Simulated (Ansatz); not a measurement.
Relaxed (100) slab cut from Ti (space group P6/mmm (No. 191)); the slab's formula is Ti, its outer planes Ti (top) and Ti (bottom):

```yaml
crystal:
  lattice:
    - [2.83217, 0.00000, 0.00000]
    - [0.00000, 4.57954, 0.00000]
    - [0.00000, 0.00000, 25.57599]
  atoms:
    - { symbol: Ti, position: [0.50000, 0.00000, 0.29589] }
    - { symbol: Ti, position: [0.00000, 0.50000, 0.34631] }
    - { symbol: Ti, position: [0.50000, 0.00000, 0.39581] }
    - { symbol: Ti, position: [0.50000, 0.50000, 0.44892] }
    - { symbol: Ti, position: [0.00000, 0.00000, 0.50000] }
    - { symbol: Ti, position: [0.50000, 0.50000, 0.55108] }
    - { symbol: Ti, position: [0.50000, 0.00000, 0.60419] }
    - { symbol: Ti, position: [0.00000, 0.50000, 0.65369] }
    - { symbol: Ti, position: [0.50000, 0.00000, 0.70411] }
```

All numbers below come from Ansatz 0.2.0, DFT PBE, scalar-relativistic, plane waves, PAW. Plane waves to 420 eV, a k mesh through Γ of 12×8×1 on the computed 9-atom cell and Gaussian smearing (0.10 eV); no spin polarisation. The cell repeats along c with a dipole correction in the vacuum.

The potential is the smooth part; its values at the atoms depend on the PAW datasets.

**Question.** How does the plane-averaged electrostatic potential energy of an electron run along c, counted from the Fermi level?

**Answer.**
| z (Å) | V (eV) |
| --- | --- |
| 2.84 | 3.41 |
| 3.13 | 3.41 |
| 3.41 | 3.41 |
| 3.69 | 3.41 |
| 3.98 | 3.40 |
| 4.26 | 3.39 |
| 4.55 | 3.38 |
| 4.83 | 3.35 |
| 5.12 | 3.29 |
| 5.40 | 3.18 |
| 5.68 | 2.99 |
| 5.97 | 2.64 |
| 6.25 | 2.03 |
| 6.54 | 0.94 |
| 6.82 | -1.32 |
| 7.10 | -4.13 |
| 7.39 | -6.08 |
| 7.67 | -6.95 |
| 7.96 | -7.08 |
| 8.24 | -7.10 |
| 8.53 | -6.93 |
| 8.81 | -7.10 |
| 9.09 | -7.04 |
| 9.38 | -7.17 |
| 9.66 | -7.18 |
| 9.95 | -7.14 |
| 10.23 | -7.00 |
| 10.51 | -6.51 |
| 10.80 | -6.34 |
| 11.08 | -6.49 |
| 11.37 | -6.96 |
| 11.65 | -7.04 |
| 11.94 | -6.88 |
| 12.22 | -6.89 |
| 12.50 | -6.91 |
| 12.79 | -7.09 |
| 13.07 | -6.91 |
| 13.36 | -6.89 |
| 13.64 | -6.88 |
| 13.92 | -7.04 |
| 14.21 | -6.96 |
| 14.49 | -6.49 |
| 14.78 | -6.34 |
| 15.06 | -6.51 |
| 15.35 | -7.00 |
| 15.63 | -7.14 |
| 15.91 | -7.18 |
| 16.20 | -7.17 |
| 16.48 | -7.04 |
| 16.77 | -7.10 |
| 17.05 | -6.93 |
| 17.33 | -7.10 |
| 17.62 | -7.08 |
| 17.90 | -6.95 |
| 18.19 | -6.08 |
| 18.47 | -4.13 |
| 18.76 | -1.32 |
| 19.04 | 0.94 |
| 19.32 | 2.03 |
| 19.61 | 2.64 |
| 19.89 | 2.99 |
| 20.18 | 3.18 |
| 20.46 | 3.29 |
| 20.74 | 3.35 |
| 21.03 | 3.38 |
| 21.31 | 3.39 |
| 21.60 | 3.40 |
| 21.88 | 3.41 |
| 22.17 | 3.41 |
| 22.45 | 3.41 |
| 22.73 | 3.41 |

The vacuum level lies 3.41 eV above the Fermi level.

The reference crystal is a form of Ti, which isn't its usual structure.

Cost: 1 run of about 5.2 core-minutes, on Oxide Virtual Turin-like Processor (Zen 5) (shared hosts).